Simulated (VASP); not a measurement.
# AgCl (Chlorargyrite) (Fm-3m) in VASP: notebook

Runs on AgCl (Chlorargyrite). Level: PBEsol. Tasks: single point, relaxation of cell and atoms.

Everything below comes from runs of VASP 6.6.1. Logs are shortened: lines on timing, memory, paths and dates and some standing lists are left out, and cuts for length are marked.

**The experiment to reproduce.**

A printed reference work, data compilation reports, for a bulk crystal of AgCl: band gap 3.249 eV (indirect).

The runs below are set against these values where they give the same quantity.

## 1. The cell of the first run

The structure is cubic, space group Fm-3m (No. 225). The conventional cell has a = 5.470 Å, b = 5.470 Å, c = 5.470 Å, α = 90.00°, β = 90.00°, γ = 90.00°. Within 3.6 Å of Ag (site symmetry m-3m) lie 6 Cl at 2.73 Å. Cl (site symmetry m-3m) has 6 Ag at 2.73 Å within 3.6 Å.

## 2. Single point, PBEsol

Input file INCAR:

```
SYSTEM = AgCl
PREC = Accurate
ENCUT = 520
EDIFF = 1E-6
ISMEAR = 0
SIGMA = 0.1
LREAL = .FALSE.
LASPH = .TRUE.
NELM = 100
ALGO = Normal
ISIF = 2
LWAVE = .FALSE.
LCHARG = .TRUE.
GGA = PS
LELF = .TRUE.
LVHAR = .TRUE.
NBANDS = 16
```

Input file KPOINTS:

```
regular mesh
0
G
  6 6 6
  0 0 0
```

Input file POSCAR:

```
AgCl
1.0
    0.0000000000      2.7350000000      2.7350000000
    2.7350000000      0.0000000000      2.7350000000
    2.7350000000      2.7350000000      0.0000000000
Ag Cl
1 1
Direct
    0.0000000000      0.0000000000      0.0000000000
    0.5000000000      0.5000000000      0.5000000000
```

Potentials or basis: VASP PAW PBE potentials, release 64 (Ag, Cl).

Started as:

```
> cat potpaw_PBE.64/Ag/POTCAR potpaw_PBE.64/Cl/POTCAR > POTCAR
> mpirun -np 1 vasp_std > vasp.out
```

OUTCAR:

```text
SYSTEM = AgCl
   PREC = Accurate
   ENCUT = 520
   EDIFF = 1E-6
   ISMEAR = 0
   LREAL = .FALSE.
   LASPH = .TRUE.
   NELM = 100
   ISIF = 2
   GGA = PS

 ion  position               nearest neighbor table
   1  0.000  0.000  0.000-   2 2.73   2 2.73   2 2.73   2 2.73   2 2.73   2 2.73
   2  0.500  0.500  0.500-   1 2.73   1 2.73   1 2.73   1 2.73   1 2.73   1 2.73

  LATTYP: Found a face centered cubic cell.
 ALAT       =     5.4700000000

  Lattice vectors:

 A1 = (   0.0000000000,   2.7350000000,   2.7350000000)
 A2 = (   2.7350000000,   0.0000000000,   2.7350000000)
 A3 = (   2.7350000000,   2.7350000000,   0.0000000000)

Analysis of symmetry for initial positions (statically):
=====================================================================
 Subroutine PRICEL returns:
 Original cell was already a primitive cell.

 Routine SETGRP: Setting up the symmetry group for a
 face centered cubic supercell.

 Subroutine GETGRP returns: Found 48 space group operations
 (whereof 48 operations were pure point group operations)
 out of a pool of 48 trial point group operations.

The static configuration has the point symmetry O_h .

Analysis of symmetry for dynamics (positions and initial velocities):
=====================================================================
 Subroutine PRICEL returns:
 Original cell was already a primitive cell.

 Routine SETGRP: Setting up the symmetry group for a
 face centered cubic supercell.

 Subroutine GETGRP returns: Found 48 space group operations
 (whereof 48 operations were pure point group operations)
 out of a pool of 48 trial point group operations.

The dynamic configuration has the point symmetry O_h .

 Subroutine INISYM returns: Found 48 space group operations
 (whereof 48 operations are pure point group operations),
 and found     1 'primitive' translations

----------------------------------------------------------------------------------------

                                     Primitive cell

  volume of cell :      40.9168

  direct lattice vectors                    reciprocal lattice vectors
     0.000000000  2.735000000  2.735000000    -0.182815356  0.182815356  0.182815356
     2.735000000  0.000000000  2.735000000     0.182815356 -0.182815356  0.182815356
     2.735000000  2.735000000  0.000000000     0.182815356  0.182815356 -0.182815356

  length of vectors
     3.867874093  3.867874093  3.867874093     0.316645486  0.316645486  0.316645486

  position of ions in fractional coordinates (direct lattice)
     0.000000000  0.000000000  0.000000000
     0.500000000  0.500000000  0.500000000

[... 69 lines left out ...]
   EDIFFG = 0.1E-04   stopping-criterion for IOM
   NSW    =      0    number of steps for IOM
   IBRION =     -1    ionic relax: 0-MD 1-quasi-New 2-CG
   NFREE  =      0    steps in history (QN), initial steepest desc. (CG)
   ISIF   =      2    stress and relaxation
   ISYM   =      2    0-nonsym 1-usesym 2-fastsym
   POTIM  = 0.5000    time-step for ionic-motion
   TEBEG  =    0.0;   TEEND  =   0.0 temperature during run
   PSTRESS=    0.0 pullay stress
   NELECT =      18.0000    total number of electrons
   NUPDOWN=      -1.0000    fix difference up-down
   EMIN   =  10.00;   EMAX   =-10.00  energy-range for DOS
   EFERMI =   0.00;   METHOD = LEGACY
   ISMEAR =     0;   SIGMA  =   0.10  broadening in eV -4-tet -1-fermi 0-gaus
   EFERMI_NEDOS =   21; number of points for ismear=-14 and -15
   IALGO  =     38    algorithm
   IMIX   =      4    mixing-type and parameters
     AMIX     =   0.40;   BMIX     =  1.00
     AMIX_MAG =   1.60;   BMIX_MAG =  1.00
  volume/ion in A,a.u.               =      20.46       138.06
  Fermi-wavevector in a.u.,A,eV,Ry     =   1.245083  2.352866 21.092186  1.550232
  Thomas-Fermi vector in A             =   2.379321
   LORBIT       =      0    0 simple, 1 ext, 2 COOP (PROOUT), +10 PAW based schemes
   GGA     = PS    functional components
   LHFCALC =     F    Hartree Fock is set to
   AEXX    =    0.0000 exact exchange contribution
   IVDW    =     0    specifies the selected vdW correction
   LEPSILON=     F    determine dielectric tensor
   LRPA    =     F    only Hartree local field effects (RPA)
 non-spin polarized calculation
 Gauss-broadening in eV      SIGMA  =   0.10
  energy-cutoff  :      520.00
  volume of cell :       40.92
 maximum number of plane-waves:      1113
 NGX is ok and might be reduce to    30
   NGX = 15   NGY = 15   NGZ = 15

 number of electron      18.0000002 magnetization

 Free energy of the ion-electron system (eV)
  ---------------------------------------------------
  ext. energy  EPLUGINS =         0.00000000
  ---------------------------------------------------
  free energy    TOTEN  =        -6.05920162 eV

  energy without entropy =       -6.05920162  energy(sigma->0) =       -6.05920162

 E-fermi :   4.6281     XC(G=0): -10.4340

 val. band max:        4.2529815222   @ k =   0.5000   0.0000   0.0000
 cond. band min:       4.9753161165   @ k =   0.0000   0.0000   0.0000
 fundamental gap:      0.7223345943
 Fermi energy:         4.6281483912

 k-point     1 :       0.0000    0.0000    0.0000
  band No.  band energies     occupation
      1     -11.1768      2.00000
      2       1.5995      2.00000
      3       1.5995      2.00000
      4       1.5995      2.00000
      5       1.6417      2.00000
      6       1.6417      2.00000
[... 281 lines left out ...]
      3      -0.0710      2.00000
      4       0.2168      2.00000
      5       1.8936      2.00000
      6       2.1509      2.00000
[... 8 lines left out ...]
     15      18.5497      0.00000
     16      19.3940      0.00000

------------------------ aborting loop because EDIFF is reached ----------------------------------------

  FORCE on cell =-STRESS in cart. coord.  units (eV):
  Direction    XX          YY          ZZ          XY          YZ          ZX
  --------------------------------------------------------------------------------------
  -------------------------------------------------------------------------------------
  Total       -0.1963334     -0.1963334     -0.1963334      0.0000000      0.0000000     -0.0000000
  in kB       -7.6878129     -7.6878129     -7.6878129      0.0000000      0.0000000     -0.0000000
  external PRESSURE =      -7.6878129 kB  Pullay stress =       0.0000000 kB

 VOLUME and BASIS-vectors are now :
 -----------------------------------------------------------------------------
  energy-cutoff  :      520.00
  volume of cell :       40.92
      direct lattice vectors                 reciprocal lattice vectors
     0.000000000  2.735000000  2.735000000    -0.182815356  0.182815356  0.182815356
     2.735000000  0.000000000  2.735000000     0.182815356 -0.182815356  0.182815356
     2.735000000  2.735000000  0.000000000     0.182815356  0.182815356 -0.182815356

 POSITION                                       TOTAL-FORCE (eV/Angst)
 -----------------------------------------------------------------------------------
      0.00000      0.00000      0.00000        -0.000000      0.000000      0.000000
      2.73500      2.73500      2.73500         0.000000      0.000000      0.000000
 -----------------------------------------------------------------------------------
    total drift:                               -0.000000      0.000000      0.000000

  FREE ENERGIE OF THE ION-ELECTRON SYSTEM (eV)
  ---------------------------------------------------
  free  energy   TOTEN  =        -6.0592016196 eV

  energy  without entropy=       -6.0592016164  energy(sigma->0) =       -6.05920162
```

stdout:

```text
POSCAR found type information on POSCAR AgCl
 POSCAR found :  2 types and       2 ions
 scaLAPACK will be used
 -----------------------------------------------------------------------------
|                                                                             |
|                                                                             |
|     You enforced a specific xc type in the INCAR file but a different       |
|     I HOPE YOU KNOW WHAT YOU ARE DOING!                                     |
|                                                                             |
 -----------------------------------------------------------------------------

 LDA part: xc-table for (Slater+PW92), standard interpolation
 POSCAR, INCAR and KPOINTS ok, starting setup
 FFT: planning ... GRIDC
 FFT: planning ... GRID_SOFT
 FFT: planning ... GRID
 WAVECAR not read
 entering main loop
```

It took 8.5 s on 1 thread of AMD EPYC 7R13 (Zen 3), shared host; peak memory 0.14 GiB.

Results:

```yaml
Free_energy: -6.0592 eV
Pressure: -0.8 GPa
Band_gap_on_the_k_mesh: 0.72 eV, indirect (least direct gap 3.23 eV)
```

Caveat: the PAW data sets were made with another functional, which shifts forces and pressure a little.

## 3. Single point, PBEsol

This run uses another cell than the first one, of 20.21 Å³/atom, 0.988 times its volume.

Input file INCAR:

```
PREC = Accurate
ENCUT = 520
EDIFF = 1E-7
ISMEAR = 0
SIGMA = 0.02
LREAL = F
LASPH = T
NELM = 80
ALGO = Normal
ISIF = 2
LWAVE = F
LCHARG = F
GGA = PS
NBANDS = 16
```

Input file KPOINTS:

```
regular mesh
0
Gamma
  6 6 6
```

Input file POSCAR:

```
AgCl
1.0
    0.0000000000      2.7237608988      2.7237608988
    2.7237608988      0.0000000000      2.7237608988
    2.7237608988      2.7237608988      0.0000000000
Ag Cl
1 1
Direct
    0.0000000000      0.0000000000      0.0000000000
    0.5000000000      0.5000000000      0.5000000000
```

Potentials or basis: VASP PAW PBE potentials, release 64 (Ag, Cl).

Started as:

```
> cat potpaw_PBE.64/Ag/POTCAR potpaw_PBE.64/Cl/POTCAR > POTCAR
> mpirun -np 1 vasp_std > vasp.out
```

OUTCAR:

```text
PREC = Accurate
   ENCUT = 520
   EDIFF = 1E-7
   ISMEAR = 0
   LREAL = F
   LASPH = T
   NELM = 80
   ISIF = 2
   GGA = PS

 ion  position               nearest neighbor table
   1  0.000  0.000  0.000-   2 2.72   2 2.72   2 2.72   2 2.72   2 2.72   2 2.72
   2  0.500  0.500  0.500-   1 2.72   1 2.72   1 2.72   1 2.72   1 2.72   1 2.72

  LATTYP: Found a face centered cubic cell.
 ALAT       =     5.4475217976

  Lattice vectors:

 A1 = (   0.0000000000,   2.7237608988,   2.7237608988)
 A2 = (   2.7237608988,   0.0000000000,   2.7237608988)
 A3 = (   2.7237608988,   2.7237608988,   0.0000000000)

Analysis of symmetry for initial positions (statically):
=====================================================================
 Subroutine PRICEL returns:
 Original cell was already a primitive cell.

 Routine SETGRP: Setting up the symmetry group for a
 face centered cubic supercell.

 Subroutine GETGRP returns: Found 48 space group operations
 (whereof 48 operations were pure point group operations)
 out of a pool of 48 trial point group operations.

The static configuration has the point symmetry O_h .

Analysis of symmetry for dynamics (positions and initial velocities):
=====================================================================
 Subroutine PRICEL returns:
 Original cell was already a primitive cell.

 Routine SETGRP: Setting up the symmetry group for a
 face centered cubic supercell.

 Subroutine GETGRP returns: Found 48 space group operations
 (whereof 48 operations were pure point group operations)
 out of a pool of 48 trial point group operations.

The dynamic configuration has the point symmetry O_h .

 Subroutine INISYM returns: Found 48 space group operations
 (whereof 48 operations are pure point group operations),
 and found     1 'primitive' translations

----------------------------------------------------------------------------------------

                                     Primitive cell

  volume of cell :      40.4145

  direct lattice vectors                    reciprocal lattice vectors
     0.000000000  2.723760899  2.723760899    -0.183569711  0.183569711  0.183569711
     2.723760899  0.000000000  2.723760899     0.183569711 -0.183569711  0.183569711
     2.723760899  2.723760899  0.000000000     0.183569711  0.183569711 -0.183569711

  length of vectors
     3.851979604  3.851979604  3.851979604     0.317952066  0.317952066  0.317952066

  position of ions in fractional coordinates (direct lattice)
     0.000000000  0.000000000  0.000000000
     0.500000000  0.500000000  0.500000000

  ion indices of the primitive-cell ions
   primitive index   ion index
                 1           1
                 2           2

----------------------------------------------------------------------------------------

 KPOINTS: regular mesh

Automatic generation of k-mesh.
 Grid dimensions read from file:
 generate k-points for:    6    6    6

 Generating k-lattice:

  Cartesian coordinates                     Fractional coordinates (reciprocal lattice)
    -0.030594952  0.030594952  0.030594952     0.166666667  0.000000000  0.000000000
     0.030594952 -0.030594952  0.030594952     0.000000000  0.166666667  0.000000000
     0.030594952  0.030594952 -0.030594952     0.000000000  0.000000000  0.166666667

  Length of vectors
     0.052992011  0.052992011  0.052992011

  Shift w.r.t. Gamma in fractional coordinates (k-lattice)
     0.000000000  0.000000000  0.000000000

 Subroutine IBZKPT returns following result:
 ===========================================

 Found     16 irreducible k-points:

 Following reciprocal coordinates:
            Coordinates               Weight
  0.000000  0.000000  0.000000      1.000000
  0.166667  0.000000  0.000000      8.000000
  0.333333  0.000000  0.000000      8.000000
  0.500000  0.000000  0.000000      4.000000
  0.166667  0.166667  0.000000      6.000000
  0.333333  0.166667  0.000000     24.000000
[... 8 lines left out ...]
 -0.333333  0.333333  0.166667     24.000000
 -0.333333  0.500000  0.166667     12.000000
   k-points           NKPTS =     16   k-points in BZ     NKDIM =     16   number of bands    NBANDS=     16
   number of dos      NEDOS =    301   number of ions     NIONS =      2
   total plane-waves  NPLWV =  27000
   dimension x,y,z NGX =    30 NGY =   30 NGZ =   30
   dimension x,y,z NGXF=    60 NGYF=   60 NGZF=   60
   ions per type =               1   1
   NGX,Y,Z   is equivalent  to a cutoff of  12.95, 12.95, 12.95 a.u.
   NGXF,Y,Z  is equivalent  to a cutoff of  25.90, 25.90, 25.90 a.u.
 SYSTEM =  unknown system
   PREC   = accura    normal or accurate (medium, high low for compatibility)
   ISTART =      0    job   : 0-new  1-cont  2-samecut
   ICHARG =      2    charge: 1-file 2-atom 10-const
   ISPIN  =      1    spin polarized calculation?
   LNONCOLLINEAR =      F non collinear calculations
   LSORBIT =      F    spin-orbit coupling
   LASPH  =      T    aspherical Exc in radial PAW
   ENCUT  =  520.0 eV  38.22 Ry    6.18 a.u.   7.16  7.16  7.16*2*pi/ulx,y,z
   NELM   =     80;   NELMIN=  2; NELMDL= -5     # of ELM steps
   EDIFF  = 0.1E-06   stopping-criterion for ELM
   LREAL  =      F    real-space projection
   EDIFFG = 0.1E-05   stopping-criterion for IOM
   NSW    =      0    number of steps for IOM
   IBRION =     -1    ionic relax: 0-MD 1-quasi-New 2-CG
   NFREE  =      0    steps in history (QN), initial steepest desc. (CG)
   ISIF   =      2    stress and relaxation
   ISYM   =      2    0-nonsym 1-usesym 2-fastsym
   POTIM  = 0.5000    time-step for ionic-motion
   TEBEG  =    0.0;   TEEND  =   0.0 temperature during run
   PSTRESS=    0.0 pullay stress
   NELECT =      18.0000    total number of electrons
   NUPDOWN=      -1.0000    fix difference up-down
   EMIN   =  10.00;   EMAX   =-10.00  energy-range for DOS
   EFERMI =   0.00;   METHOD = LEGACY
   ISMEAR =     0;   SIGMA  =   0.02  broadening in eV -4-tet -1-fermi 0-gaus
   EFERMI_NEDOS =   21; number of points for ismear=-14 and -15
   IALGO  =     38    algorithm
   IMIX   =      4    mixing-type and parameters
     AMIX     =   0.40;   BMIX     =  1.00
     AMIX_MAG =   1.60;   BMIX_MAG =  1.00
  volume/ion in A,a.u.               =      20.21       136.37
  Fermi-wavevector in a.u.,A,eV,Ry     =   1.250221  2.362575 21.266611  1.563052
  Thomas-Fermi vector in A             =   2.384225
   LORBIT       =      0    0 simple, 1 ext, 2 COOP (PROOUT), +10 PAW based schemes
   GGA     = PS    functional components
   LHFCALC =     F    Hartree Fock is set to
   AEXX    =    0.0000 exact exchange contribution
   IVDW    =     0    specifies the selected vdW correction
   LEPSILON=     F    determine dielectric tensor
   LRPA    =     F    only Hartree local field effects (RPA)
 non-spin polarized calculation
 Gauss-broadening in eV      SIGMA  =   0.02
  energy-cutoff  :      520.00
  volume of cell :       40.41
 maximum number of plane-waves:      1113
 NGX is ok and might be reduce to    30
   NGX = 15   NGY = 15   NGZ = 15

 number of electron      18.0000001 magnetization

 Free energy of the ion-electron system (eV)
  ---------------------------------------------------
  ext. energy  EPLUGINS =         0.00000000
  ---------------------------------------------------
  free energy    TOTEN  =        -6.06028878 eV

  energy without entropy =       -6.06028878  energy(sigma->0) =       -6.06028878

 E-fermi :   4.5669     XC(G=0): -10.4994

 val. band max:        4.4182301587   @ k =   0.5000   0.0000   0.0000
 cond. band min:       5.1399226604   @ k =   0.0000   0.0000   0.0000
 fundamental gap:      0.7216925017
 Fermi energy:         4.5669289808

 k-point     1 :       0.0000    0.0000    0.0000
  band No.  band energies     occupation
      1     -11.1002      2.00000
      2       1.7084      2.00000
      3       1.7084      2.00000
      4       1.7084      2.00000
      5       1.7516      2.00000
      6       1.7516      2.00000
[... 8 lines left out ...]
     15      17.8984      0.00000
     16      17.8984      0.00000
[... 267 lines left out ...]
 k-point    16 :      -0.3333    0.5000    0.1667
  band No.  band energies     occupation
      1     -10.5246      2.00000
      2      -0.2278      2.00000
      3       0.0098      2.00000
      4       0.2969      2.00000
      5       2.0092      2.00000
      6       2.2776      2.00000
[... 8 lines left out ...]
     15      18.7400      0.00000
     16      19.5610      0.00000

------------------------ aborting loop because EDIFF is reached ----------------------------------------

  FORCE on cell =-STRESS in cart. coord.  units (eV):
  Direction    XX          YY          ZZ          XY          YZ          ZX
  --------------------------------------------------------------------------------------
  -------------------------------------------------------------------------------------
  Total       -0.0229686     -0.0229686     -0.0229686      0.0000000      0.0000000     -0.0000000
  in kB       -0.9105610     -0.9105610     -0.9105610      0.0000000      0.0000000     -0.0000000
  external PRESSURE =      -0.9105610 kB  Pullay stress =       0.0000000 kB

 VOLUME and BASIS-vectors are now :
 -----------------------------------------------------------------------------
  energy-cutoff  :      520.00
  volume of cell :       40.41
      direct lattice vectors                 reciprocal lattice vectors
     0.000000000  2.723760899  2.723760899    -0.183569711  0.183569711  0.183569711
     2.723760899  0.000000000  2.723760899     0.183569711 -0.183569711  0.183569711
     2.723760899  2.723760899  0.000000000     0.183569711  0.183569711 -0.183569711

 POSITION                                       TOTAL-FORCE (eV/Angst)
 -----------------------------------------------------------------------------------
      0.00000      0.00000      0.00000        -0.000000     -0.000000     -0.000000
      2.72376      2.72376      2.72376         0.000000      0.000000      0.000000
 -----------------------------------------------------------------------------------
    total drift:                               -0.000000      0.000000      0.000000

  FREE ENERGIE OF THE ION-ELECTRON SYSTEM (eV)
  ---------------------------------------------------
  free  energy   TOTEN  =        -6.0602887841 eV

  energy  without entropy=       -6.0602887841  energy(sigma->0) =       -6.06028878
```

It took 7.9 s on 1 thread of AMD EPYC 7R13 (Zen 3), shared host; peak memory 0.14 GiB.

What came out:

```
Free energy            : -6.0603 eV
Pressure               : -0.1 GPa
Band gap on the k mesh : 0.72 eV, indirect (least direct gap 3.28 eV)
```

Caveat: the PAW data sets were made with another functional, which shifts forces and pressure a little.

(Part 1 of 2 ends here.)
